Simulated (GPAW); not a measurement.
Runs of GPAW 26.7.0 on TiO2 (Anatase). The structure is tetragonal, space group I4_1/amd (No. 141). The conventional cell has a = 3.784 Å, b = 3.784 Å, c = 9.515 Å, α = 90.00°, β = 90.00°, γ = 90.00°. Ti (site symmetry -4m2) has 6 O at 1.93 to 1.98 Å as nearest neighbours. O (site symmetry 2mm) is surrounded by 3 Ti at 1.93 to 1.98 Å. 

| task | level | potentials or basis | U | k mesh | cutoff (eV) | smearing | maxiter | convergence | ranks | band path | band points | gap on the mesh (eV) | pressure (GPa) | largest force (eV/Å) |
| --- | --- | --- | --- | --- | --- | --- | --- | --- | --- | --- | --- | --- | --- | --- |
| single point | LDA | the program's PAW data sets (release 1.2.1) made for this functional, pw | - | 7 × 7 × 7 | 650 | fermi-dirac 0.05 eV | 120 | default | - | - | - | 2.02 | (b) | 0.09 |
| single point | LDA+U | the program's PAW data sets (release 1.2.1) made for this functional, pw | Ti d U = 5.3 eV | 8 × 8 × 8 | 600 | fermi-dirac 0.01 eV | 150 | - | - | - | - | 2.96 | -5.2 | 0.04 |
| single point | TB-mBJ | GPAW PAW data sets for LDA (gpaw-data 1.2.1), pw | - | 8 × 8 × 8 | 800 | fermi-dirac 0.05 eV | 150 | - | 4 | - | - | 3.01 | - | - |
| band structure | LDA | the program's PAW data sets (release 1.2.1) made for this functional, pw | - | 7 × 7 × 7 | 800 | fermi-dirac 0.05 eV | 150 | - | 4 | GXYSGZS1NPY1Z,XP | 60 | 2.02 | -5.6 | 0.09 |
| dielectric tensor | LDA | the program's PAW data sets (release 1.2.1) made for this functional, pw | - | 8 × 8 × 8 | 600 | fermi-dirac 0.001 eV | 150 | - | - | - | - | (a) | - | - |
| single point | PBE | GPAW PAW data sets (gpaw-data 1.2.1), pw | - | 10 × 10 × 10 | 800 | fermi-dirac 0.05 eV | 150 | - | - | - | - | 2.15 | 6.3 | 0.13 |
| band structure | PBEsol | PAW data sets generated in the run's folder for this functional, pw | - | 7 × 7 × 7 | 800 | fermi-dirac 0.05 eV | 150 | - | 4 | GXYSGZS1NPY1Z,XP | 60 | 2.08 | 0.3 | 0.03 |
| optical spectrum | LDA+U | the program's PAW data sets (release 1.2.1) made for this functional, pw | Ti d U = 7 eV | 8 × 8 × 8 | 550 | fermi-dirac 0.001 eV | 150 | - | - | - | - | 3.30 | - | - |
| Wannier functions | optB88-vdW | GPAW PAW data sets (gpaw-data 1.2.1), pw | - | 8 × 8 × 8 | 800 | fermi-dirac 0.05 eV | 150 | - | - | - | - | 2.15 | - | 0.20 |

Alike in all rows: no spin polarisation; cell as given.

Q: Estimate the missing entries.

A: (a) 2.07; (b) -8.5.

Caveats: the cutoff is short for stress and forces, so pressures can be off by a GPa or more (some runs); an odd mesh through Γ misses points on the zone boundary, where band edges often lie (some runs); the PAW data sets were made with another functional, which shifts forces and pressure a little (some runs); the long-wavelength limit can be off by several per cent where d states take part (some runs); a model potential gives levels but no total energy (some runs); response on these states lacks terms of the Hamiltonian (some runs).

Not every run made on this cell is shown here.
